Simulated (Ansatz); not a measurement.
Crystal: CdF2.

```
CELL_PARAMETERS angstrom
0.00000 2.69400 2.69400
2.69400 0.00000 2.69400
2.69400 2.69400 0.00000
ATOMIC_POSITIONS crystal
Cd 0.00000 0.00000 0.00000
F 0.75000 0.75000 0.75000
F 0.25000 0.25000 0.25000
```

Base run:

| Property | Result |
| --- | --- |
| Program | Ansatz 0.2.0 |
| Functional | r2SCAN0 |
| Potentials or basis | Ansatz PAW |
| Cutoff | 500 eV |
| Density cutoff | 2000 eV |
| k mesh | 5 × 5 × 5 |
| Occupations | fermi-dirac, width 0.05 eV |
| Spin | no spin polarisation |

Its results: band gap on the k mesh 6.52 eV, indirect (least direct gap 7.02 eV).

**Question.** The run is repeated on the same cell with these changes: functional from r2SCAN0 to r2SCANh. What comes out?

**Answer.** Band gap on the k mesh 4.92 eV, indirect (least direct gap 5.38 eV).

Caveats: the k mesh misses the band edges, so the gap on the mesh is wider than the one along the path.

Not every run made on this cell is shown here.
